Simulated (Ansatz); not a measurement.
**Cd: stress in a strained cell**

Cd is deformed so: zz strain of -3 %. What stress and forces result, by LAPW, PAW and all-electron datasets made for the crystal?

Method: DFT PBE, scalar-relativistic, in Ansatz 0.2.0.

### Step 1. The system as given

Symmetry: P6_3/mmc, No. 194, hexagonal system. Conventional cell: a = 2.979 Å, b = 2.979 Å, c = 5.618 Å, α = 90.00°, β = 90.00°, γ = 120.00°. Around Cd (site symmetry -6m2) lie 12 Cd at 2.98 to 3.29 Å.

Structure file:

```xyz
2
Lattice="2.9789 0.0000 0.0000 -1.4894 2.5798 0.0000 0.0000 0.0000 5.6177" Properties=species:S:1:pos:R:3 pbc="T T T"
Cd    0.0000    1.7199    1.4044
Cd    1.4894    0.8599    4.2132
```

Atoms are numbered in the order of the input: Cd1, Cd2.

### Step 2. After the deformation

Space group P6_3/mmc before, P6_3/mmc after.

### Step 3. Full-potential LAPW

input.yaml

```yaml
crystal:
  lattice:
    - [2.9788725081, 0.0, 0.0]
    - [-1.489436254, 2.5797792666, 0.0]
    - [0.0, 0.0, 5.4491205]
  atoms:
    - { symbol: Cd, position: [0.3333333333, 0.6666666667, 0.25] }
    - { symbol: Cd, position: [0.6666666667, 0.3333333333, 0.75] }
kpoints:
  mp_grid: { grid: [14, 14, 7] }
  band_path:
    path:
      - [0.0, 0.0, 0.0]
      - [0.5, 0.0, 0.0]
      - [0.3333333333, 0.3333333333, 0.0]
      - [0.0, 0.0, 0.0]
      - [0.0, 0.0, 0.5]
      - [0.5, 0.0, 0.5]
      - [0.3333333333, 0.3333333333, 0.5]
      - [0.0, 0.0, 0.5]
      - [0.5, 0.0, 0.5]
    npoints: 5
scf:
  occupations: { method: fermi_dirac, width: 0.05 }
hamiltonian:
  xc: pbe
  pseudopotentials: { kind: all_electron, lapw: { basis_error: 0.00025 } }
output:
  forces: true
  stress: true
  eigenvalues: true
```

Launch:

```sh
ansatz run input.yaml --threads 1 --pin off --max-ram 3072MiB --backend cpu --events-out ev --progress --plain --runs-dir out
```

### Step 4. PAW with frozen cores

input.yaml

```yaml
crystal:
  lattice:
    - [2.9788725081, 0.0, 0.0]
    - [-1.489436254, 2.5797792666, 0.0]
    - [0.0, 0.0, 5.4491205]
  atoms:
    - { symbol: Cd, position: [0.3333333333, 0.6666666667, 0.25] }
    - { symbol: Cd, position: [0.6666666667, 0.3333333333, 0.75] }
kpoints:
  mp_grid: { grid: [14, 14, 7] }
scf:
  occupations: { method: fermi_dirac, width: 0.05 }
hamiltonian:
  xc: pbe
  pseudopotentials: { kind: paw }
output:
  forces: true
  stress: true
  eigenvalues: true
  efg: { contact_densities: true }
```

### Step 5. All-electron PAW on datasets made for the crystal

input.yaml: that of step 4 with these lines changed.

```diff
@@ -14,3 +14,3 @@
   xc: pbe
-  pseudopotentials: { kind: paw }
+  pseudopotentials: { kind: all_electron, datasets: crystal }
 output:
```

(Steps that only read results are left out.)

Q: Predict the outcome of this session. Wanted: pressure; largest shear or deviatoric stress.

As calculated:

```
                                 quantity                                           value
                                 pressure  LAPW 4.48, PAW 4.48, crystal datasets 4.48 GPa
largest shear or deviatoric stress (LAPW)                                        0.78 GPa
```

What this shows: The largest part of the stress beyond the pressure is 0.78 GPa in size, in the zz component; the atoms are carried along and not relaxed. No run of the undeformed cell stands beside it, so the pressure holds what the given cell had before the change. PAW: stress within 0.01 GPa of LAPW. Crystal datasets: stress within 0.01 GPa of LAPW.
